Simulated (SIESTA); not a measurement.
Be under changes of volume

One of the cells (8.105 Å³/atom); the others are scaled copies at fixed shape and fractional positions:

```
CELL_PARAMETERS angstrom
2.28530 0.00000 0.00000
-1.14265 1.97913 0.00000
0.00000 0.00000 3.58420
ATOMIC_POSITIONS crystal
Be 0.66667 0.33333 0.75000
Be 0.33333 0.66667 0.25000
```

```yaml
Program: SIESTA 5.4.2
Functional: LDA
Potentials_or_basis: PseudoDojo 0.4 standard (LDA files)
Basis: DZP (energy shift 0.003 Ry; two zetas on semicore shells)
Grid_cutoff: 800 Ry
Energy_shift: 0.003 Ry
k_mesh: 13 × 13 × 8
Occupations: fermi-dirac, width 0.05 eV
Spin: no spin polarisation
```

```tsv
volume (Å³/atom)	energy over the lowest point (meV/atom)	pressure (GPa)
7.619	0.00	-1.6
7.781	2.93	-4.2
7.943	8.40	-6.6
8.105	16.14	-8.7
8.268	25.95	-10.7
8.430	37.65	-12.4
8.592	?	?
```

Task: What does the run at 8.592 Å³/atom give?

Result: Energy over the lowest point 51.06 meV/atom; pressure -14.1 GPa.

Worked out: A Birch-Murnaghan fit of order 3 (a polynomial in V^(-2/3)) to the other rows has its minimum at 7.53 Å³/atom, just outside them, with B0 = V·E''(V) = 134 GPa and B' = 3.5 at fixed shape and positions, which overstates the stiffness. It gives 51.01 meV/atom at 8.592 Å³/atom, against the run's 51.06, and -dE/dV = -14.0 GPa, against -14.1.

Energies are extrapolated to zero smearing.

Caveats: short orbitals over semicore shells can move pressures by several GPa; the basis of atomic orbitals isn't converged, which shifts pressures, moduli and gaps.
